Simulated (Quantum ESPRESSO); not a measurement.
Input of a Quantum ESPRESSO 7.5 run:

File run.py:

```python
import numpy as np
from ase.calculators.espresso import Espresso, EspressoProfile
from ase.io import read

atoms = read('CdTe.xyz')

input_data = {
    'control': {'calculation': 'scf', 'prefix': 'pwscf', 'outdir': './tmp', 'tprnfor': True, 'tstress': True, 'disk_io': 'nowf'},
    'system': {'ecutwfc': 60.0, 'ecutrho': 480.0, 'nbnd': 15, 'input_dft': 'sla+pw+revx+pbc+vv10', 'occupations': 'fixed'},
    'electrons': {'conv_thr': 4e-10, 'electron_maxstep': 120, 'mixing_beta': 0.5},
}
pseudopotentials = {'Te': 'Te_pbe_v1.uspp.F.UPF', 'Cd': 'Cd.pbe-dn-rrkjus_psl.0.3.1.UPF'}
profile = EspressoProfile(command='pw.x', pseudo_dir='pseudo')
dft = Espresso(profile=profile, input_data=input_data, pseudopotentials=pseudopotentials, kpts=(6, 6, 6), koffset=(0, 0, 0))
atoms.calc = dft

from ase.eos import EquationOfState
from ase.units import GPa
cell, v, e = atoms.cell.copy(), [], []
for x in [0.94, 0.96, 0.98, 1.0, 1.02, 1.04, 1.06]:
    atoms.set_cell(cell * x ** (1 / 3), scale_atoms=True)
    v.append(atoms.get_volume() / len(atoms))
    e.append(atoms.get_potential_energy() / len(atoms))
    print(f'V {v[-1]:.6f} A^3/atom  E {e[-1]:.8f} eV/atom')
v0, e0, b0 = EquationOfState(v, e, eos='birchmurnaghan').fit()
print(f'V0 {v0:.5f} A^3/atom  E0 {e0:.6f} eV/atom  B0 {b0 / GPa:.2f} GPa')
```

File CdTe.xyz:

```xyz
2
Lattice="0.0000000000 3.2050000000 3.2050000000 3.2050000000 0.0000000000 3.2050000000 3.2050000000 3.2050000000 0.0000000000" Properties=species:S:1:pos:R:3 pbc="T T T"
Te     4.8075000000      4.8075000000      4.8075000000
Cd     0.0000000000      0.0000000000      0.0000000000
```

Potentials or basis: SSSP 1.3 efficiency PBE.

The run is started by

```sh
$ OMP_NUM_THREADS=1 python run.py
```

(1) Predict the bulk modulus.

(2) Predict the equilibrium volume.

## Answers

(1) 37 GPa (rough).

(2) 35.76 Å³/atom (rough: see the caveat).

Caveat: the potentials were made for another functional, which shifts forces and pressure; rVV10's parameter b was fitted to another functional; the minimum lies outside the volumes run.
